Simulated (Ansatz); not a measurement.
The system is Sn.

```
CELL_PARAMETERS angstrom
-2.02919 2.02919 1.66076
2.02919 -2.02919 1.66076
2.02919 2.02919 -1.66076
ATOMIC_POSITIONS crystal
Sn 0.00000 0.00000 0.00000
```

This isn't the form of Sn at room conditions, which is tetragonal (white tin).

- Program: Ansatz 0.2.0
- Task: relaxation of cell and atoms
- Functional: PBEsol
- Potentials or basis: Ansatz PAW
- Cutoff: 420 eV (not typed: the program's choice for these potentials)
- k mesh: 10 × 10 × 10
- Occupations: fermi-dirac, width 0.05 eV
- Spin: no spin polarisation

At the start: volume 27.35 Å³/atom.

**Question.** How do energy, volume and symmetry change on relaxing?

**Answer.** It ends after 4 steps and the volume is 26.25 Å³/atom (-4.0 %); space group I4/mmm (No. 139, to 0.05 Å).

Step by step:
```tsv
step	energy change (eV)	largest force (eV/Å)	volume (Å³)
1	0.0000	0.0000	27.35
2	-0.0081	0.0000	26.20
3	-0.0082	0.0000	26.25
4	-0.0080	0.0000	26.25
```

Final structure:
```yaml
crystal:
  lattice:
    - [-1.99062, 1.99062, 1.65628]
    - [1.99062, -1.99062, 1.65628]
    - [1.99062, 1.99062, -1.65628]
  atoms:
    - { symbol: Sn, position: [0.00000, 0.00000, 0.00000] }
```

Caveat: the plane-wave basis is chosen anew once the cell has moved, so the energies of steps on either side of that aren't comparable; the PAW data sets come from PBE, with cores solved anew for the run's functional, which leaves a small shift of forces and pressure.
